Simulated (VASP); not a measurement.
KBr under changes of volume

One of the cells (33.716 Å³/atom); the others are scaled copies at fixed shape and fractional positions:

```
CELL_PARAMETERS angstrom
4.07028 0.00000 0.00000
0.00000 4.07028 0.00000
0.00000 0.00000 4.07028
ATOMIC_POSITIONS crystal
Br 0.50000 0.50000 0.50000
K 0.00000 0.00000 0.00000
```

Measurements of this composition are mostly on another form, of space group No. 225.

* Program: VASP 6.6.1
* Functional: PBE
* Potentials or basis: VASP PAW PBE potentials, release 64 (Br, K_sv)
* Cutoff: 520 eV
* k mesh: 7 × 7 × 7
* Occupations: fermi-dirac, width 0.05 eV
* Spin: no spin polarisation

```csv
volume (Å³/atom),energy over the lowest point (meV/atom),pressure (GPa),gap on the mesh (eV)
31.072,?,?,?
31.733,2.11,0.7,4.02
32.394,0.02,0.3,3.95
33.716,0.00,-0.3,3.83
34.378,1.78,-0.6,3.77
35.039,4.59,-0.8,3.72
```

Problem. What does the run at 31.072 Å³/atom give?

Solution. Energy over the lowest point 5.84 meV/atom; pressure 1.1 GPa; gap on the mesh 4.09 eV.

Worked out: A Birch-Murnaghan fit of order 3 (a polynomial in V^(-2/3)) to the other rows has its minimum at 33.05 Å³/atom with B0 = V·E''(V) = 15.6 GPa and B' = 4.6. It gives 5.81 meV/atom at 31.072 Å³/atom, against the run's 5.84, and -dE/dV = 1.1 GPa, against 1.1. A straight line through the other rows of the gap, of slope -3.03 eV per unit of ln V, extrapolates to 4.08 eV, against the run's 4.09.

Energies are extrapolated to zero smearing.

Caveats: an odd mesh through Γ misses points on the zone boundary, where band edges often lie. Spin-orbit coupling on Br is left out.
